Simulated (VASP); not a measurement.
# Y4N (Pm-3m) in VASP: notebook

The runs below take Y4N through relaxation of cell and atoms, relaxation of the atoms, atomic charges, with PBE, RPBE, PBE+TS.

Program: VASP 6.6.1. These are calculated values, not measurements. Logs are shortened: lines on timing, memory, paths and dates and some standing lists are left out, and cuts for length are marked.

### 1 The crystal as given

It takes space group Pm-3m (No. 221, cubic). Conventional cell: a = 4.978 Å, b = 4.978 Å, c = 4.978 Å, α = 90.00°, β = 90.00°, γ = 90.00°. Y (site symmetry 4/mmm) is surrounded by 2 N at 2.49 Å. Y (site symmetry m-3m) has 12 Y at 3.52 Å as nearest neighbours. Around N (site symmetry m-3m) lie 6 Y at 2.49 Å.

The cell was built by a generator and needn't be a form met in nature.

### 2 Relaxation of cell and atoms, PBE

Input file INCAR:

```
SYSTEM = Y4N
PREC = Accurate ; ENCUT = 600
EDIFF = 1E-7 ; ISMEAR = 0
SIGMA = 0.05 ; LREAL = .False.
LASPH = .True. ; NELM = 100
ALGO = Normal ; ISIF = 3
LWAVE = .False. ; LCHARG = .False.
GGA = PE ; IBRION = 2
NSW = 60 ; EDIFFG = -0.01
```

Input file KPOINTS:

```
regular mesh
0
Gamma
  6 6 6
  0 0 0
```

Input file POSCAR:

```
Y4N
1.0
    4.9783300000      0.0000000000      0.0000000000
    0.0000000000      4.9783300000      0.0000000000
    0.0000000000      0.0000000000      4.9783300000
Y N
4 1
Direct
    0.0000000000      0.5000000000      0.5000000000
    0.5000000000      0.5000000000      0.0000000000
    0.5000000000      0.0000000000      0.5000000000
    0.0000000000      0.0000000000      0.0000000000
    0.5000000000      0.5000000000      0.5000000000
```

Potentials or basis: VASP PAW PBE potentials, release 64 (Y_sv, N).

On the command line:

```console
cat potpaw_PBE.64/Y_sv/POTCAR potpaw_PBE.64/N/POTCAR > POTCAR
mpirun -np 1 vasp_std > vasp.out
```

OUTCAR:

```text
SYSTEM = Y4N
   PREC = Accurate
   ENCUT = 600
   EDIFF = 1E-7
   ISMEAR = 0
   LREAL = .False.
   LASPH = .True.
   NELM = 100
   ISIF = 3
   GGA = PE
   IBRION = 2
   NSW = 60
   EDIFFG = -0.01

 ion  position               nearest neighbor table
   1  0.000  0.500  0.500-   5 2.49   5 2.49   4 3.52   2 3.52   2 3.52   4 3.52   3 3.52   4 3.52
                             4 3.52   2 3.52   3 3.52   3 3.52   2 3.52   3 3.52
   2  0.500  0.500  0.000-   5 2.49   5 2.49   4 3.52   1 3.52   1 3.52   3 3.52   3 3.52   3 3.52
                             4 3.52   3 3.52   1 3.52   4 3.52   1 3.52   4 3.52
   3  0.500  0.000  0.500-   5 2.49   5 2.49   4 3.52   1 3.52   2 3.52   4 3.52   1 3.52   2 3.52
                             2 3.52   2 3.52   1 3.52   4 3.52   4 3.52   1 3.52
   4  0.000  0.000  0.000-   1 3.52   2 3.52   3 3.52   1 3.52   3 3.52   1 3.52   2 3.52   1 3.52
                             2 3.52   3 3.52   3 3.52   2 3.52
   5  0.500  0.500  0.500-   1 2.49   2 2.49   3 2.49   2 2.49   3 2.49   1 2.49

  LATTYP: Found a simple cubic cell.
 ALAT       =     4.9783300000

  Lattice vectors:

 A1 = (   4.9783300000,   0.0000000000,   0.0000000000)
 A2 = (   0.0000000000,   4.9783300000,   0.0000000000)
 A3 = (   0.0000000000,   0.0000000000,   4.9783300000)

Analysis of symmetry for initial positions (statically):
=====================================================================
 Subroutine PRICEL returns:
 Original cell was already a primitive cell.

 Routine SETGRP: Setting up the symmetry group for a
 simple cubic supercell.

 Subroutine GETGRP returns: Found 48 space group operations
 (whereof 48 operations were pure point group operations)
 out of a pool of 48 trial point group operations.

The static configuration has the point symmetry O_h .

Analysis of symmetry for dynamics (positions and initial velocities):
=====================================================================
 Subroutine PRICEL returns:
 Original cell was already a primitive cell.

 Routine SETGRP: Setting up the symmetry group for a
 simple cubic supercell.

 Subroutine GETGRP returns: Found 48 space group operations
 (whereof 48 operations were pure point group operations)
 out of a pool of 48 trial point group operations.

The dynamic configuration has the point symmetry O_h .

 Subroutine INISYM returns: Found 48 space group operations
 (whereof 48 operations are pure point group operations),
 and found     1 'primitive' translations

----------------------------------------------------------------------------------------

                                     Primitive cell

  volume of cell :     123.3818

  direct lattice vectors                    reciprocal lattice vectors
     4.978330000  0.000000000  0.000000000     0.200870573  0.000000000  0.000000000
     0.000000000  4.978330000  0.000000000     0.000000000  0.200870573  0.000000000
     0.000000000  0.000000000  4.978330000     0.000000000  0.000000000  0.200870573

  length of vectors
     4.978330000  4.978330000  4.978330000     0.200870573  0.200870573  0.200870573

  position of ions in fractional coordinates (direct lattice)
     0.000000000  0.500000000  0.500000000
     0.500000000  0.500000000  0.000000000
     0.500000000  0.000000000  0.500000000
     0.000000000  0.000000000  0.000000000
     0.500000000  0.500000000  0.500000000

  ion indices of the primitive-cell ions
   primitive index   ion index
                 1           1
                 2           2
                 3           3
                 4           4
                 5           5

----------------------------------------------------------------------------------------

 KPOINTS: regular mesh
[... 74 lines left out ...]
   NELECT =      49.0000    total number of electrons
   NUPDOWN=      -1.0000    fix difference up-down
   EMIN   =  10.00;   EMAX   =-10.00  energy-range for DOS
   EFERMI =   0.00;   METHOD = LEGACY
   ISMEAR =     0;   SIGMA  =   0.05  broadening in eV -4-tet -1-fermi 0-gaus
   EFERMI_NEDOS =   21; number of points for ismear=-14 and -15
   IALGO  =     38    algorithm
   IMIX   =      4    mixing-type and parameters
     AMIX     =   0.40;   BMIX     =  1.00
     AMIX_MAG =   1.60;   BMIX_MAG =  1.00
  volume/ion in A,a.u.               =      24.68       166.52
  Fermi-wavevector in a.u.,A,eV,Ry     =   1.203344  2.273991 19.701741  1.448037
  Thomas-Fermi vector in A             =   2.339100
   LORBIT       =      0    0 simple, 1 ext, 2 COOP (PROOUT), +10 PAW based schemes
   GGA     = PE    functional components
   LHFCALC =     F    Hartree Fock is set to
   AEXX    =    0.0000 exact exchange contribution
   IVDW    =     0    specifies the selected vdW correction
   LEPSILON=     F    determine dielectric tensor
   LRPA    =     F    only Hartree local field effects (RPA)
 conjugate gradient relaxation of ions
 non-spin polarized calculation
 Gauss-broadening in eV      SIGMA  =   0.05
  energy-cutoff  :      600.00
  volume of cell :      123.38
 maximum number of plane-waves:      4224
 NGX is ok and might be reduce to    40
   NGX = 19   NGY = 19   NGZ = 19

--------------------------------------- Ionic step        1  -------------------------------------------

 number of electron      49.0000001 magnetization

 Free energy of the ion-electron system (eV)
  ---------------------------------------------------
  ext. energy  EPLUGINS =         0.00000000
  ---------------------------------------------------
  free energy    TOTEN  =       -36.68081722 eV

  energy without entropy =      -36.66831908  energy(sigma->0) =      -36.67456815

------------------------ aborting loop because EDIFF is reached ----------------------------------------

  FORCE on cell =-STRESS in cart. coord.  units (eV):
  Direction    XX          YY          ZZ          XY          YZ          ZX
  --------------------------------------------------------------------------------------
  -------------------------------------------------------------------------------------
  Total       -0.0831735     -0.0831735     -0.0831735     -0.0000000     -0.0000000     -0.0000000
  in kB       -1.0800515     -1.0800515     -1.0800515     -0.0000000     -0.0000000     -0.0000000
  external PRESSURE =      -1.0800515 kB  Pullay stress =       0.0000000 kB

 VOLUME and BASIS-vectors are now :
 -----------------------------------------------------------------------------
  energy-cutoff  :      600.00
  volume of cell :      123.38
      direct lattice vectors                 reciprocal lattice vectors
     4.978330000  0.000000000  0.000000000     0.200870573  0.000000000  0.000000000
     0.000000000  4.978330000  0.000000000     0.000000000  0.200870573  0.000000000
     0.000000000  0.000000000  4.978330000     0.000000000  0.000000000  0.200870573

 POSITION                                       TOTAL-FORCE (eV/Angst)
 -----------------------------------------------------------------------------------
      0.00000      2.48916      2.48916         0.000000      0.000000      0.000000
      2.48916      2.48916      0.00000         0.000000      0.000000      0.000000
      2.48916      0.00000      2.48916         0.000000      0.000000      0.000000
      0.00000      0.00000      0.00000         0.000000      0.000000      0.000000
      2.48916      2.48916      2.48916         0.000000      0.000000      0.000000
 -----------------------------------------------------------------------------------
    total drift:                                0.000000     -0.000000     -0.000000

  FREE ENERGIE OF THE ION-ELECTRON SYSTEM (eV)
  ---------------------------------------------------
  free  energy   TOTEN  =       -36.6808172170 eV

  energy  without entropy=      -36.6683190792  energy(sigma->0) =      -36.67456815

--------------------------------------- Ionic step        2  -------------------------------------------

 number of electron      49.0000001 magnetization

 Free energy of the ion-electron system (eV)
  ---------------------------------------------------
  ext. energy  EPLUGINS =         0.00000000
  ---------------------------------------------------
  free energy    TOTEN  =       -36.68087329 eV

  energy without entropy =      -36.66842894  energy(sigma->0) =      -36.67465111

 E-fermi :   3.7760     XC(G=0): -10.0131

 val. band max:        3.7724767353   @ k =   0.3333   0.1667   0.0000
 cond. band min:       3.7989199611   @ k =   0.5000   0.3333   0.1667
 fundamental gap:      0.0264432258
 Fermi energy:         3.7759993159

 k-point     1 :       0.0000    0.0000    0.0000
  band No.  band energies     occupation
      1     -38.7994      2.00000
      2     -38.5340      2.00000
      3     -38.4558      2.00000
      4     -38.4558      2.00000
      5     -19.0078      2.00000
      6     -19.0078      2.00000
[... 629 lines left out ...]
     28       5.3879      0.00000
     29       5.3880      0.00000

------------------------ aborting loop because EDIFF is reached ----------------------------------------

  FORCE on cell =-STRESS in cart. coord.  units (eV):
  Direction    XX          YY          ZZ          XY          YZ          ZX
  --------------------------------------------------------------------------------------
  -------------------------------------------------------------------------------------
  Total        0.0386895      0.0386895      0.0386895      0.0000000      0.0000000      0.0000000
  in kB        0.5036147      0.5036147      0.5036147      0.0000000      0.0000000      0.0000000
  external PRESSURE =       0.5036147 kB  Pullay stress =       0.0000000 kB

 VOLUME and BASIS-vectors are now :
 -----------------------------------------------------------------------------
  energy-cutoff  :      600.00
  volume of cell :      123.08
      direct lattice vectors                 reciprocal lattice vectors
     4.974334880  0.000000000 -0.000000000     0.201031902  0.000000000  0.000000000
    -0.000000000  4.974334880 -0.000000000    -0.000000000  0.201031902  0.000000000
     0.000000000 -0.000000000  4.974334880     0.000000000  0.000000000  0.201031902

 POSITION                                       TOTAL-FORCE (eV/Angst)
 -----------------------------------------------------------------------------------
     -0.00000      2.48717      2.48717         0.000000      0.000000      0.000000
      2.48717      2.48717     -0.00000        -0.000000     -0.000000      0.000000
      2.48717     -0.00000      2.48717        -0.000000      0.000000      0.000000
      0.00000      0.00000      0.00000        -0.000000      0.000000      0.000000
      2.48717      2.48717      2.48717        -0.000000     -0.000000      0.000000
 -----------------------------------------------------------------------------------
    total drift:                                0.000000     -0.000000     -0.000000

  FREE ENERGIE OF THE ION-ELECTRON SYSTEM (eV)
  ---------------------------------------------------
  free  energy   TOTEN  =       -36.6808732857 eV

  energy  without entropy=      -36.6684289374  energy(sigma->0) =      -36.67465111

 reached required accuracy - stopping structural energy minimisation
```

It took 5.3 min on 1 thread of Intel Xeon Platinum 8175M at 2.50GHz (Skylake/Cascade Lake), shared host; peak memory 0.29 GiB.

Results:

```yaml
Free_energy: -36.6809 eV
Relaxed_volume: 24.62 Å³/atom
Relaxed_cell: a = 4.974 Å, b = 4.974 Å, c = 4.974 Å, α = 90.00°, β = 90.00°, γ = 90.00°
Space_group_after_relaxing_to_0.05_Å: Pm-3m (No. 221)
Energy_gained_by_relaxing: 0.0 meV/atom
Ionic_steps: 2
Pressure_after_relaxing: 0.1 GPa
Band_gap_on_the_k_mesh: none (metal or under the smearing width)
```

Final structure:
```xyz
5
Lattice="4.9743 0.0000 0.0000 0.0000 4.9743 0.0000 0.0000 0.0000 4.9743" Properties=species:S:1:pos:R:3 pbc="T T T"
Y     0.0000    2.4872    2.4872
Y     2.4872    2.4872    0.0000
Y     2.4872    0.0000    2.4872
Y     0.0000    0.0000    0.0000
N     2.4872    2.4872    2.4872
```

### 3 Relaxation of the atoms, RPBE

Input file INCAR:

```
  PREC = Accurate
  ENCUT = 520
  EDIFF = 1E-6
  ISMEAR = 0
  SIGMA = 0.05
  LREAL = False
  LASPH = True
  NELM = 60
  ALGO = Normal
  ISIF = 2
  LWAVE = False
  LCHARG = False
  GGA = RP
  IBRION = 2
  NSW = 60
  EDIFFG = -0.01
```

Input file KPOINTS:

```
Automatic mesh
0
Gamma
  6 6 6
```

POSCAR is that of step 2.

Potentials or basis: VASP PAW PBE potentials, release 64 (Y_sv, N).

On the command line:

```console
cat potpaw_PBE.64/Y_sv/POTCAR potpaw_PBE.64/N/POTCAR > POTCAR
mpirun -np 1 vasp_std > vasp.out
```

Run time: 2.7 min. Hardware: 1 thread of Intel Xeon Platinum 8175M at 2.50GHz (Skylake/Cascade Lake), shared host; peak memory 0.28 GiB.

Results (log left out):

```
Free energy             : -34.8036 eV
Pressure after relaxing : 1.9 GPa
Band gap on the k mesh  : none (metal or under the smearing width)
```

Final structure:
```yaml
crystal:
  lattice:
    - [4.97833, 0.00000, 0.00000]
    - [0.00000, 4.97833, 0.00000]
    - [0.00000, 0.00000, 4.97833]
  atoms:
    - { symbol: Y, position: [0.00000, 0.50000, 0.50000] }
    - { symbol: Y, position: [0.50000, 0.50000, 0.00000] }
    - { symbol: Y, position: [0.50000, 0.00000, 0.50000] }
    - { symbol: Y, position: [0.00000, 0.00000, 0.00000] }
    - { symbol: N, position: [0.50000, 0.50000, 0.50000] }
```

Levels at points of the mesh, in eV from the Fermi level:
| k point | band 22 | band 23 | band 24 | band 25 | band 26 | band 27 |
| --- | --- | --- | --- | --- | --- | --- |
| (0.00, 0.00, 0.00) | -1.87 | -1.87 | -0.93 | -0.93 | -0.93 | 1.90 |
| (0.50, 0.00, 0.00) | -2.10 | -0.84 | 0.11 | 0.23 | 0.32 | 0.32 |
| (0.50, 0.50, 0.00) | -0.73 | -0.73 | -0.55 | 0.35 | 0.35 | 0.36 |
| (0.50, 0.50, 0.50) | -0.57 | -0.57 | -0.57 | 0.73 | 0.73 | 0.73 |

Caveat: the relaxation stopped at its first step, so nothing moved; the PAW data sets were made with another functional, which shifts forces and pressure a little.

### 4 Atomic charges, PBE+TS

Input file INCAR:

```
PREC = Accurate ; ENCUT = 900
EDIFF = 1E-7 ; ISMEAR = 0
SIGMA = 0.1 ; LREAL = F
LASPH = T ; NELM = 80
ALGO = Fast ; ISIF = 2
LWAVE = F ; LCHARG = T
GGA = PE ; IVDW = 2
LORBIT = 10 ; LELF = T
LVHAR = T ; LMAXMIX = 4
AMIX = 0.2 ; BMIX = 1E-4
AMIX_MAG = 0.8 ; BMIX_MAG = 1E-4
```

KPOINTS is that of step 3.

POSCAR is that of step 3.

Potentials or basis: VASP PAW PBE potentials, release 64 (Y_sv, N_h).

On the command line:

```console
cat potpaw_PBE.64/Y_sv/POTCAR potpaw_PBE.64/N_h/POTCAR > POTCAR
mpirun -np 1 vasp_std > vasp.out
```

It took 18 min on 1 thread of Intel Xeon Platinum 8175M at 2.50GHz (Skylake/Cascade Lake), shared host; peak memory 0.47 GiB.

Results (log left out):

* Free energy: -39.9579 eV
* Pressure: -5.6 GPa
* Band gap on the k mesh: none (metal or under the smearing width)
* Valence electrons inside the program's atomic spheres: Y 9.59, 9.54; N 2.15
* Hirshfeld charges: Y +0.15, +0.05; N -0.51 e
* Dispersion energy per atom: -0.651 eV

Levels at points of the mesh, in eV from the Fermi level:
```tsv
k point	band 21	band 22	band 23	band 24	band 25	band 26	band 27	band 28
(0.00, 0.00, 0.00)	-1.86	-1.86	-1.86	-0.94	-0.94	-0.94	1.88	1.88
(0.50, 0.00, 0.00)	-2.28	-2.09	-0.83	0.11	0.21	0.32	0.32	1.36
(0.50, 0.50, 0.00)	-1.59	-0.72	-0.72	-0.56	0.35	0.35	0.36	0.58
(0.50, 0.50, 0.50)	-2.05	-0.58	-0.58	-0.58	0.77	0.77	0.77	1.74
```

Caveat: the cutoff is under 1.25 times the usual one of these potentials, so pressure, stress and relaxed cells hold a basis-set (Pulay) error; atom-pairwise D2, TS and ULG terms overbind metals; pairwise dispersion overbinds metals, which lowers pressure and volume.

### 5 The reference run

An earlier run on the cell as given: functional PBE; potentials or basis VASP PAW PBE potentials, release 64 (Y_sv, N); cutoff 520 eV; k mesh 6 × 6 × 6; occupations fermi-dirac, width 0.05 eV; no spin polarisation.

- Pressure: 0.0 GPa
- Band gap on the k mesh: none (metal or under the smearing width)

### 6 The runs side by side

```csv
task,level,potentials or basis,cell,cutoff (eV),smearing,other keys,gap on the mesh (eV),pressure (GPa)
relaxation of cell and atoms,PBE,"VASP PAW PBE potentials, release 64 (Y_sv, N)",relaxed,600,gaussian 0.05 eV,-,none,0.1
relaxation of the atoms,RPBE,"VASP PAW PBE potentials, release 64 (Y_sv, N)",atoms relaxed,520,gaussian 0.05 eV,-,none,1.9
atomic charges,PBE+TS,"VASP PAW PBE potentials, release 64 (Y_sv, N_h)",as given,900,gaussian 0.1 eV,LMAXMIX = 4; AMIX = 0.2; BMIX = 0.0001; AMIX_MAG = 0.8; …,none,-5.6
single point,PBE,"VASP PAW PBE potentials, release 64 (Y_sv, N)",as given,520,fermi-dirac 0.05 eV,-,none,0.0
```

Alike in all rows: no spin polarisation; k mesh 6 × 6 × 6.

Caveats: the relaxation stopped at its first step, so nothing moved (some runs); the PAW data sets were made with another functional, which shifts forces and pressure a little (some runs); the cutoff is under 1.25 times the usual one of these potentials, so pressure, stress and relaxed cells hold a basis-set (Pulay) error (some runs); atom-pairwise D2, TS and ULG terms overbind metals (some runs); pairwise dispersion overbinds metals, which lowers pressure and volume (some runs).

Total energies depend on the potentials used, so only differences within one code and one set of settings carry meaning.
